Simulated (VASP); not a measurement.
InPd:

```
In Pd
1.0
     3.27188    0.00000    0.00000
     0.00000    3.27188    0.00000
     0.00000    0.00000    3.27188
In Pd
1 1
Cartesian
  0.0000 0.0000 0.0000
  1.6359 1.6359 1.6359
```

The cell comes from a database or a generator and needn't be the stable form of this composition.

- Program: VASP 6.6.1
- Task: single point
- Functional: r2SCAN
- Potentials or basis: VASP PAW PBE potentials, release 64 (In_d, Pd)
- Cutoff: 900 eV
- k mesh: 12 × 12 × 12
- Occupations: gaussian, width 0.05 eV
- Spin: no spin polarisation

On this cell: pressure 0.1 GPa; largest force zero by symmetry; band gap on the k mesh none (metal or under the smearing width).

The same run follows on a disturbed copy (grid = ENCUT=900 k=12x12x12 ISMEAR=0 SIGMA=0.05 PREC=Accurate EDIFF=1e-08 LREAL=False ADDGRID=False LASPH=True; atoms moved at random, drawn with an rms of 0.1 Å):

```
CELL_PARAMETERS angstrom
3.27188 0.00000 0.00000
0.00000 3.27188 0.00000
0.00000 0.00000 3.27188
ATOMIC_POSITIONS crystal
In 0.00769 0.96547 0.03075
Pd 0.51338 0.51695 0.50280
```

Problem. What changes?

Solution. The energy (extrapolated to zero smearing) moves by +38.2 meV/atom; pressure 2.0 GPa; largest force 0.823 eV/Å; band gap on the k mesh none (metal or under the smearing width).

Forces on the atoms (eV/Å):
```
In   0.089  0.703 -0.419
Pd  -0.089 -0.703  0.419
```

Stress tensor (GPa, compression positive):
```
 2.50  0.32 -0.19
 0.32  1.42 -1.52
-0.19 -1.52  2.16
```

Caveats: the PAW data sets were made with another functional, which shifts forces and pressure a little.
